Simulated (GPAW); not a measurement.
# SnO2 (P1) in GPAW: notebook, part 2 of 2

GPAW 26.7.0. Earlier steps stand in the parts before.

## (4) Dielectric tensor, PBE (cell sheared at random, sigma 0.06, atoms nudged by 0.01 Å)

run.py reads:

```python
import numpy as np
from ase import Atoms
from ase.dft.bandgap import bandgap
from ase.io import write
from gpaw import GPAW, PW
from gpaw.response.df import DielectricFunction

atoms = Atoms(['Sn', 'Sn', 'O', 'O', 'O', 'O'],
              cell=[[3.29794662, 0.01365557, -0.04170346],
                    [-1.7069329, 1.09523883, 4.58032633],
                    [-0.02306408, -5.88499533, -0.13760139]],
              scaled_positions=[[0.25060783, 0.49821424, 0.74782988],
                                [0.74958771, 0.49903182, 0.24902442],
                                [0.85743066, 0.71230277, 0.61986012],
                                [0.35317266, 0.71407192, 0.12004968],
                                [0.64636825, 0.28800335, 0.88472574],
                                [0.14283289, 0.2883759, 0.37851017]],
              pbc=True)

calc = GPAW(mode=PW(650),
            xc='PBE',
            kpts={'size': (5, 4, 3), 'gamma': True},
            occupations={'name': 'fermi-dirac', 'width': 0.001},
            nbands=43,
            convergence={'density': 1e-06},
            maxiter=150,
            txt='gpaw.txt')
atoms.calc = calc
energy = atoms.get_potential_energy()
calc.write('gs.gpw')
write('result.traj', atoms)
print(f'Energy: {energy:.6f} eV')
print('Fermi level:', round(calc.get_fermi_level(), 4), 'eV')
print(f'Gap: {bandgap(calc)[0]:.4f} eV, direct: {bandgap(calc, direct=True)[0]:.4f} eV')

for size in [(5, 3, 3)]:
    name = 'x'.join(str(n) for n in size)
    dense = calc.fixed_density(kpts={'size': size, 'gamma': True},
                               nbands=80, convergence={'bands': 74, 'eigenstates': 1e-7},
                               update_fermi_level=True, txt=f'dense-{name}.txt')
    dense.write(f'{name}.gpw', mode='all')
    df = DielectricFunction(f'{name}.gpw', frequencies=np.array([0.0]), hilbert=False, eta=0.001,
                            ecut=80, nbands=74, intraband=False, txt=f'df-{name}.txt')
    for xc in ['RPA']:
        for direction in ['x', 'y', 'z', [0, 1, 1], [1, 0, 1], [1, 1, 0]]:
            e0, e = df.get_macroscopic_dielectric_constant(xc=xc, direction=direction)
            print(f'{name} {xc} {direction}: {e0:.4f} without, {e:.4f} with local fields')
```

Potentials or basis: GPAW PAW data sets (gpaw-data 1.2.1), pw.

Command:

```
> OMP_NUM_THREADS=1 python run.py
```

gpaw.txt:

```text
__  _  _
 | _ |_)|_||  |
 |__||  | ||/\| - 26.7.0

Input parameters:
  mode=PW(ecut=650.0),
  convergence={'density': 1e-06},
  kpts=MonkhorstPack(size=(5, 4, 3), gamma=True),
  maxiter=150,
  nbands=43,
  occupations=Occupations(name='fermi-dirac', width=0.001),
  xc=XC(name='PBE')

Diagonalizing LCAO Hamiltonian
Converting LCAO to pw mode

           O
              Sn
             O
         O
        Sn
           O

Atoms  # Å, Bohr magnetons
|   | symbol |         x |         y |        z |    initial magnetic moments |
|---|--------|-----------|-----------|----------|-----------------------------|
| 0 |     Sn | -0.041175 | -3.851890 | 2.168630 | ( 0.0000,  0.0000,  0.0000) |
| 1 |     Sn |  1.614543 | -0.908712 | 2.220202 | ( 0.0000,  0.0000,  0.0000) |
| 2 |      O |  1.597611 | -2.856024 | 3.141528 | ( 0.0000,  0.0000,  0.0000) |
| 3 |      O | -0.056897 |  0.080410 | 3.239435 | ( 0.0000,  0.0000,  0.0000) |
| 4 |      O |  1.619680 | -4.882348 | 1.170454 | ( 0.0000,  0.0000,  0.0000) |
| 5 |      O | -0.029913 | -1.909740 | 1.262816 | ( 0.0000,  0.0000,  0.0000) |

Unit cell  # Å
| periodic |         x |         y |         z |  lengths |     angles |
|----------|-----------|-----------|-----------|----------|------------|
|      yes |  3.297947 |  0.013656 | -0.041703 | 3.298239 | 103.805137 |
|      yes | -1.706933 |  1.095239 |  4.580326 | 5.009247 |  90.444690 |
|      yes | -0.023064 | -5.884995 | -0.137601 | 5.886649 | 110.571896 |

Number of symmetries: 1
Symmetry operations  # r_c * U_cc + t_c -> r_c
|   | kind |            matrix            |
|---|------|------------------------------|
| 0 |  E   |  1, 0, 0,  0, 1, 0,  0, 0, 1 |

BZ-sampling:
  Number of BZ points: 60
  Number of IBZ points: 31

  Monkhorst-Pack size: [5, 4, 3]
  Monkhorst-Pack shift: [0.0, 0.125, 0.0]

K-points  # in reciprocal-cell coordinates
|     |                                coordinates |     weight |
|-----|--------------------------------------------|------------|
|   0 | (  0.00000000,   0.00000000,   0.00000000) | 0.01666667 |
|   1 | (  0.00000000,   0.00000000,   0.33333333) | 0.03333333 |
|   2 | (  0.00000000,   0.25000000,  -0.33333333) | 0.03333333 |
|   3 | (  0.00000000,   0.25000000,   0.00000000) | 0.03333333 |
|   4 | (  0.00000000,   0.25000000,   0.33333333) | 0.03333333 |
|   5 | (  0.00000000,   0.50000000,   0.00000000) | 0.01666667 |
|   6 | (  0.00000000,   0.50000000,   0.33333333) | 0.03333333 |
|   7 | (  0.20000000,  -0.25000000,  -0.33333333) | 0.03333333 |
|   8 | (  0.20000000,  -0.25000000,   0.00000000) | 0.03333333 |
|   9 | (  0.20000000,  -0.25000000,   0.33333333) | 0.03333333 |
| ... |                                            |            |
|  30 | (  0.40000000,   0.50000000,   0.33333333) | 0.03333333 |

Plane wave coefficients: 3324
Cutoff: 650.0 eV

Spin-components: 1 (collinear spins)
Bands:           43
Projectors:      32
Spin-degeneracy: 2
Datatype:        complex128

Parallelization:
  kpt:    1
  domain: 1
  band:   1

Density:
  Valence electrons: 52.0
  Components: 1
  Grid points: [20 30 35]
  Charge: 0.0  # |e|

Potential:
  Grid points: [20 30 35]

species:
  Sn:
    name:    Tin
    Z:       50.0
    valence: 14
    core:    36
    charge:  0.0  # [|e|]
    compensation charges:
      type: gauss
      rc: 0.38  # [Å]
      lmax: 2
    cutoffs:
      filter: 2.23  # [Å]
      core: 2.35  # [Å]
    projectors
    | kind |    occ | energy [eV] | rcut [Å] |
    |------|--------|-------------|----------|
    |   5s |  2.000 |     -10.538 |    1.201 |
    |   5p |  2.000 |      -3.696 |    1.270 |
    |   4d | 10.000 |     -25.845 |    1.185 |
    |    s |        |      16.674 |    1.201 |
    |    p |        |      23.515 |    1.270 |
    |    d |        |       1.367 |    1.185 |

    Using partial waves for Sn as LCAO basis

  O:
    name:    Oxygen
    Z:       8.0
    valence: 6
    core:    2
    charge:  0.0  # [|e|]
    compensation charges:
      type: gauss
      rc: 0.21  # [Å]
      lmax: 2
    cutoffs:
      filter: 1.17  # [Å]
      core: 0.83  # [Å]
    projectors
    | kind |    occ | energy [eV] | rcut [Å] |
    |------|--------|-------------|----------|
    |   2s |  2.000 |     -23.961 |    0.688 |
    |   2p |  4.000 |      -9.029 |    0.598 |
    |    s |        |       3.251 |    0.688 |
    |    p |        |      18.182 |    0.598 |
    |    d |        |       0.000 |    0.619 |

    Using partial waves for O as LCAO basis

Reference energy: -344184.795819  # eV

eigensolver:
  PPCG
  Converge bands: occupied
  niter=2

density mixing:
  MSR1-Mixer
  Pratt-step length: 0.05
  Maximum mixing coefficient: 0.75
  Old densities: 10
  SVD Regularization: 0.005
  Good broyden scale: 1.0
  Trust region scale: 1.0
  Backstep threshold: 4.0
  History deletion threshold: 6.0
  Fourier metric: weight=20.0, sigma=0.015

occupation numbers:
  Fermi-Dirac:
    width: 0.0010  # eV

poisson solver:
  ecut: 5200.0  # eV

xc functional:
  name: PBE with 2 nearest neighbor stencil

convergence criteria:
- Maximum integral of absolute [dens]ity change: 1e-06 electrons / valence electron
- Maximum [total energy] change in last 3 cyles: 0.0005 eV / valence electron
- Maximum integral of absolute [eigenst]ate change: 4e-08 eV^2 / valence electron
maximum number of iterations: 150

SCF iterations
|iter     | |      energy | eigst |  dens |
|---------|-|-------------|-------|-------|
|iter:   1| |  -43.029708 | +0.41 |       |
|iter:   2| |  -41.520319 | -1.31 | -0.87 |
|iter:   3| |  -37.533515 | -0.81 | -0.93 |
|iter:   4| |  -37.489107 | -2.56 | -1.46 |
|iter:   5| |  -37.493492 | -3.22 | -1.75 |
|iter:   6| |  -37.493966c| -3.91 | -2.69 |
|iter:   7| |  -37.493493c| -4.53 | -2.92 |
|iter:   8| |  -37.493563c| -5.63 | -3.27 |
|iter:   9| |  -37.493554c| -6.15 | -3.77 |
|iter:  10| |  -37.493555c| -7.29 | -4.18 |
|iter:  11| |  -37.493556c| -7.75c| -4.82 |
|iter:  12| |  -37.493556c| -7.95c| -5.12 |
|iter:  13| |  -37.493556c| -8.22c| -5.27 |
|iter:  14| |  -37.493556c| -8.76c| -6.31c|

Converged in 14 steps
Energy contributions relative to reference atoms: (reference = -344184.795819)

Energy contributions:
  Kinetic:          41.857273
  Coulomb:         -39.962151
  Zero:              0.290106
  External:          0.000000
  Xc:              -39.678784
  Entropy:          -0.000000
  Spinorbit:         0.000000
  ----------------------------
  Free energy:     -37.493556
  Extrapolated:    -37.493556

dipole moment: (0.026731, -0.162056, -0.029863)  # |e|*Ang

Fermi level: 3.555
Eigenvalues  # (at kpt = [0.000, 0.000, 0.000])
| band index |      eig [eV] | occ [0-2] |
|------------|---------------|-----------|
|          0 |       -17.173 |     2.000 |
|        ... |               |           |
|         18 |         1.746 |     2.000 |
|         19 |         1.913 |     2.000 |
|         20 |         2.223 |     2.000 |
|         21 |         2.263 |     2.000 |
|         22 |         2.284 |     2.000 |
|         23 |         2.691 |     2.000 |
[... 8 lines left out ...]
|         32 |        13.663 |     0.000 |
|         33 |        15.067 |     0.000 |
|        ... |               |           |
|         42 |        21.751 |     0.000 |

Gap: 1.067 eV
Transition (v -> c):
  (s=0, k=12, n=25, [0.20, 0.00, 0.33]) -> (s=0, k=0, n=26, [0.00, 0.00, 0.00])
Direct/indirect transitions are different
Direct gap: 1.186 eV
Transition at: (s=0, k=0, n=25, [0.00, 0.00, 0.00])
# Writing to gs.gpw (mode='')
```

Run time: 5.4 min. Hardware: 1 thread of Arm Neoverse V1, shared host; peak memory 0.57 GiB.

What came out:

| Item | Value |
| --- | --- |
| Free energy | -37.4936 eV |
| Band gap on the k mesh | 1.07 eV |
| Electronic dielectric tensor (diagonal) | 5.05, 4.95, 4.07 |

Electronic dielectric tensor:
```
 5.05 -0.04  0.05
-0.04  4.95 -0.08
 0.05 -0.08  4.07
```

Caveat: the k mesh is coarse (spacing up to 0.46 Å⁻¹), so the values aren't converged; the long-wavelength limit can be off by a per cent or two; spin-orbit coupling is left out, which moves the levels of the heavy elements; an odd mesh through Γ misses points on the zone boundary, where band edges often lie.

## (5) Dielectric tensor, PBE (cell sheared at random, sigma 0.06, atoms nudged by 0.01 Å)

run.py, as its differences from that of step 4:

```diff
@@ -10,3 +10,3 @@
                     [-1.7069329, 1.09523883, 4.58032633],
-                    [-0.02306408, -5.88499533, -0.13760139]],
+                    [-0.02365215, -5.80329988, -0.1573554]],
               scaled_positions=[[0.25060783, 0.49821424, 0.74782988],
```

Potentials or basis: GPAW PAW data sets (gpaw-data 1.2.1), pw.

Command:

```
> OMP_NUM_THREADS=1 python run.py
```

gpaw.txt:

```text
__  _  _
 | _ |_)|_||  |
 |__||  | ||/\| - 26.7.0

Input parameters:
  mode=PW(ecut=650.0),
  convergence={'density': 1e-06},
  kpts=MonkhorstPack(size=(5, 4, 3), gamma=True),
  maxiter=150,
  nbands=43,
  occupations=Occupations(name='fermi-dirac', width=0.001),
  xc=XC(name='PBE')

Diagonalizing LCAO Hamiltonian
Converting LCAO to pw mode

          O

            OSn

        Sn

           O

Atoms  # Å, Bohr magnetons
|   | symbol |         x |         y |        z |    initial magnetic moments |
|---|--------|-----------|-----------|----------|-----------------------------|
| 0 |     Sn | -0.041615 | -3.790795 | 2.153858 | ( 0.0000,  0.0000,  0.0000) |
| 1 |     Sn |  1.614396 | -0.888368 | 2.215283 | ( 0.0000,  0.0000,  0.0000) |
| 2 |      O |  1.597246 | -2.805384 | 3.129283 | ( 0.0000,  0.0000,  0.0000) |
| 3 |      O | -0.056968 |  0.090218 | 3.237063 | ( 0.0000,  0.0000,  0.0000) |
| 4 |      O |  1.619160 | -4.810070 | 1.152977 | ( 0.0000,  0.0000,  0.0000) |
| 5 |      O | -0.030136 | -1.878817 | 1.255338 | ( 0.0000,  0.0000,  0.0000) |

Unit cell  # Å
| periodic |         x |         y |         z |  lengths |     angles |
|----------|-----------|-----------|-----------|----------|------------|
|      yes |  3.297947 |  0.013656 | -0.041703 | 3.298239 | 104.002058 |
|      yes | -1.706933 |  1.095239 |  4.580326 | 5.009247 |  90.450907 |
|      yes | -0.023652 | -5.803300 | -0.157355 | 5.805481 | 110.571896 |

Number of symmetries: 1
Symmetry operations  # r_c * U_cc + t_c -> r_c
|   | kind |            matrix            |
|---|------|------------------------------|
| 0 |  E   |  1, 0, 0,  0, 1, 0,  0, 0, 1 |

BZ-sampling:
  Number of BZ points: 60
  Number of IBZ points: 31

  Monkhorst-Pack size: [5, 4, 3]
  Monkhorst-Pack shift: [0.0, 0.125, 0.0]

K-points  # in reciprocal-cell coordinates
|     |                                coordinates |     weight |
|-----|--------------------------------------------|------------|
|   0 | (  0.00000000,   0.00000000,   0.00000000) | 0.01666667 |
|   1 | (  0.00000000,   0.00000000,   0.33333333) | 0.03333333 |
|   2 | (  0.00000000,   0.25000000,  -0.33333333) | 0.03333333 |
|   3 | (  0.00000000,   0.25000000,   0.00000000) | 0.03333333 |
|   4 | (  0.00000000,   0.25000000,   0.33333333) | 0.03333333 |
|   5 | (  0.00000000,   0.50000000,   0.00000000) | 0.01666667 |
|   6 | (  0.00000000,   0.50000000,   0.33333333) | 0.03333333 |
|   7 | (  0.20000000,  -0.25000000,  -0.33333333) | 0.03333333 |
|   8 | (  0.20000000,  -0.25000000,   0.00000000) | 0.03333333 |
|   9 | (  0.20000000,  -0.25000000,   0.33333333) | 0.03333333 |
| ... |                                            |            |
|  30 | (  0.40000000,   0.50000000,   0.33333333) | 0.03333333 |

Plane wave coefficients: 3281
Cutoff: 650.0 eV

Spin-components: 1 (collinear spins)
Bands:           43
Projectors:      32
Spin-degeneracy: 2
Datatype:        complex128

Parallelization:
  kpt:    1
  domain: 1
  band:   1

Density:
  Valence electrons: 52.0
  Components: 1
  Grid points: [20 30 35]
  Charge: 0.0  # |e|

Potential:
  Grid points: [20 30 35]

species:
  Sn:
    name:    Tin
    Z:       50.0
    valence: 14
    core:    36
    charge:  0.0  # [|e|]
    compensation charges:
      type: gauss
      rc: 0.38  # [Å]
      lmax: 2
    cutoffs:
      filter: 2.23  # [Å]
      core: 2.35  # [Å]
    projectors
    | kind |    occ | energy [eV] | rcut [Å] |
    |------|--------|-------------|----------|
    |   5s |  2.000 |     -10.538 |    1.201 |
    |   5p |  2.000 |      -3.696 |    1.270 |
    |   4d | 10.000 |     -25.845 |    1.185 |
    |    s |        |      16.674 |    1.201 |
    |    p |        |      23.515 |    1.270 |
    |    d |        |       1.367 |    1.185 |

    Using partial waves for Sn as LCAO basis

  O:
    name:    Oxygen
    Z:       8.0
    valence: 6
    core:    2
    charge:  0.0  # [|e|]
    compensation charges:
      type: gauss
      rc: 0.21  # [Å]
      lmax: 2
    cutoffs:
      filter: 1.17  # [Å]
      core: 0.83  # [Å]
    projectors
    | kind |    occ | energy [eV] | rcut [Å] |
    |------|--------|-------------|----------|
    |   2s |  2.000 |     -23.961 |    0.688 |
    |   2p |  4.000 |      -9.029 |    0.598 |
    |    s |        |       3.251 |    0.688 |
    |    p |        |      18.182 |    0.598 |
    |    d |        |       0.000 |    0.619 |

    Using partial waves for O as LCAO basis

Reference energy: -344184.795819  # eV

eigensolver:
  PPCG
  Converge bands: occupied
  niter=2

density mixing:
  MSR1-Mixer
  Pratt-step length: 0.05
  Maximum mixing coefficient: 0.75
  Old densities: 10
  SVD Regularization: 0.005
  Good broyden scale: 1.0
  Trust region scale: 1.0
  Backstep threshold: 4.0
  History deletion threshold: 6.0
  Fourier metric: weight=20.0, sigma=0.015

occupation numbers:
  Fermi-Dirac:
    width: 0.0010  # eV

poisson solver:
  ecut: 5200.0  # eV

xc functional:
  name: PBE with 2 nearest neighbor stencil

convergence criteria:
- Maximum integral of absolute [dens]ity change: 1e-06 electrons / valence electron
- Maximum [total energy] change in last 3 cyles: 0.0005 eV / valence electron
- Maximum integral of absolute [eigenst]ate change: 4e-08 eV^2 / valence electron
maximum number of iterations: 150

SCF iterations
|iter     | |      energy | eigst |  dens |
|---------|-|-------------|-------|-------|
|iter:   1| |  -43.116239 | +0.43 |       |
|iter:   2| |  -41.626491 | -1.30 | -0.87 |
|iter:   3| |  -37.618327 | -0.81 | -0.93 |
|iter:   4| |  -37.570478 | -2.54 | -1.46 |
|iter:   5| |  -37.575134 | -3.21 | -1.75 |
|iter:   6| |  -37.575403c| -3.85 | -2.67 |
|iter:   7| |  -37.574814c| -4.55 | -2.88 |
|iter:   8| |  -37.574893c| -5.59 | -3.26 |
|iter:   9| |  -37.574882c| -6.10 | -3.68 |
|iter:  10| |  -37.574883c| -7.17 | -4.13 |
|iter:  11| |  -37.574883c| -7.97c| -4.69 |
|iter:  12| |  -37.574883c| -8.07c| -4.95 |
|iter:  13| |  -37.574883c| -8.19c| -5.27 |
|iter:  14| |  -37.574883c| -8.72c| -6.35c|

Converged in 14 steps
Energy contributions relative to reference atoms: (reference = -344184.795819)

Energy contributions:
  Kinetic:          46.884728
  Coulomb:         -44.009315
  Zero:              0.264561
  External:          0.000000
  Xc:              -40.714856
  Entropy:          -0.000000
  Spinorbit:         0.000000
  ----------------------------
  Free energy:     -37.574883
  Extrapolated:    -37.574883

dipole moment: (0.026661, -0.162897, -0.030683)  # |e|*Ang

Fermi level: 3.704
Eigenvalues  # (at kpt = [0.000, 0.000, 0.000])
| band index |      eig [eV] | occ [0-2] |
|------------|---------------|-----------|
|          0 |       -17.066 |     2.000 |
|        ... |               |           |
|         18 |         1.854 |     2.000 |
|         19 |         2.004 |     2.000 |
|         20 |         2.357 |     2.000 |
|         21 |         2.405 |     2.000 |
|         22 |         2.430 |     2.000 |
|         23 |         2.801 |     2.000 |
[... 8 lines left out ...]
|         32 |        14.076 |     0.000 |
|         33 |        15.319 |     0.000 |
|        ... |               |           |
|         42 |        21.944 |     0.000 |

Gap: 1.205 eV
Transition (v -> c):
  (s=0, k=12, n=25, [0.20, 0.00, 0.33]) -> (s=0, k=0, n=26, [0.00, 0.00, 0.00])
Direct/indirect transitions are different
Direct gap: 1.347 eV
Transition at: (s=0, k=0, n=25, [0.00, 0.00, 0.00])
# Writing to gs.gpw (mode='')
```

stdout:

```text
Energy: -37.574883 eV
Fermi level: 3.7042 eV
Gap: 1.2049 eV, direct: 1.3467 eV
5x3x3 RPA x: 5.1132 without, 4.8825 with local fields
5x3x3 RPA y: 5.0583 without, 4.7963 with local fields
5x3x3 RPA z: 4.7062 without, 3.6860 with local fields
5x3x3 RPA [0, 1, 1]: 4.9078 without, 4.2503 with local fields
5x3x3 RPA [1, 0, 1]: 4.9215 without, 4.3070 with local fields
5x3x3 RPA [1, 1, 0]: 5.0688 without, 4.8171 with local fields
```

df-5x3x3.txt:

```text
FrequencyGridDescriptor(from 0.000 to 0.000 eV, 1 points)
FrequencyGridDescriptor(from 0.000 to 0.000 eV, 1 points)

Calculating chi0 body with:
    Ground state adapter containing:
    Number of spins: 1
    Number of kpoints: 45
    Number of irreducible kpoints: 23
    Number of completely occupied states: 26
    Number of partially occupied states: 26

    Linear response parametrization:
    q_c: [0.0, 0.0, 0.0]
    Number of frequency points: 1
    Planewave cutoff: 80.0
    Number of bands: 74
    Number of planewaves: 139
    Broadening (eta): 0.001

Integrating chi0 body.

Symmetries of q_c:
    Direct symmetries (Uq -> q): 1
    Indirect symmetries (TUq -> q): 1
In total 2 allowed symmetries.

Integral kind: response function

Calculating chi0 optical extensions with:
    Ground state adapter containing:
    Number of spins: 1
    Number of kpoints: 45
    Number of irreducible kpoints: 23
    Number of completely occupied states: 26
    Number of partially occupied states: 26

    Linear response parametrization:
    Number of frequency points: 1
    Planewave cutoff: 80.0
    Number of bands: 74
    Number of planewaves: 139
    Broadening (eta): 0.001
Integrating chi0 head and wings.

Symmetries of q_c:
    Direct symmetries (Uq -> q): 1
    Indirect symmetries (TUq -> q): 1
In total 2 allowed symmetries.

Integral kind: response function wings

Finished calculating chi0
```

Run time: 5.4 min. Hardware: 1 thread of Arm Neoverse V1, shared host; peak memory 0.56 GiB.

Results:

```yaml
Free_energy: -37.5749 eV
Band_gap_on_the_k_mesh: 1.20 eV
Electronic_dielectric_tensor_diagonal: 4.88, 4.80, 3.69
```

Electronic dielectric tensor:
```
 4.88 -0.02  0.02
-0.02  4.80  0.01
 0.02  0.01  3.69
```

Caveat: the k mesh is coarse (spacing up to 0.46 Å⁻¹), so the values aren't converged; the long-wavelength limit can be off by a per cent or two; spin-orbit coupling is left out, which moves the levels of the heavy elements; an odd mesh through Γ misses points on the zone boundary, where band edges often lie.
